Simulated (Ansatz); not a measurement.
The system is In.

```
In
1.0
    -1.62547    1.62547    2.47370
     1.62547   -1.62547    2.47370
     1.62547    1.62547   -2.47370
In
1
Cartesian
  0.0000 0.0000 0.0000
```

| Property | Result |
| --- | --- |
| Program | Ansatz 0.2.0 |
| Task | relaxation of cell and atoms |
| Functional | HSE03 |
| Potentials or basis | Ansatz PAW |
| Cutoff | 420 eV (not typed: the program's choice for these potentials) |
| k mesh | 6 × 6 × 6 |
| Occupations | fermi-dirac, width 0.05 eV |
| Spin | no spin polarisation |

At the start: volume 26.14 Å³/atom.

Q: Where does the relaxation end?

A: It ends after 6 steps and the volume is 26.03 Å³/atom (-0.4 %); space group I4/mmm (No. 139, to 0.05 Å).

The path:
```
step  energy change (eV)  largest force (eV/Å)  volume (Å³)
   1              0.0000                0.0000        26.14
   2             -0.0034                0.0000        26.33
   3             -0.0081                0.0000        26.12
   4             -0.0082                0.0000        25.98
   5             -0.0083                0.0000        26.03
   6             -0.0083                0.0000        26.03
```

Final structure:
```xyz
1
Lattice="-1.6491 1.6491 2.3931 1.6491 -1.6491 2.3931 1.6491 1.6491 -2.3931" Properties=species:S:1:pos:R:3 pbc="T T T"
In    0.0000    0.0000    0.0000
```

Caveat: the k mesh is coarse (spacing up to 0.46 Å⁻¹), so the values aren't converged, least of all with exact exchange; the plane-wave basis is chosen anew once the cell has moved, so the energies of steps on either side of that aren't comparable; the PAW data sets come from PBE, with cores solved anew for the run's functional, which leaves a small shift of forces and pressure.
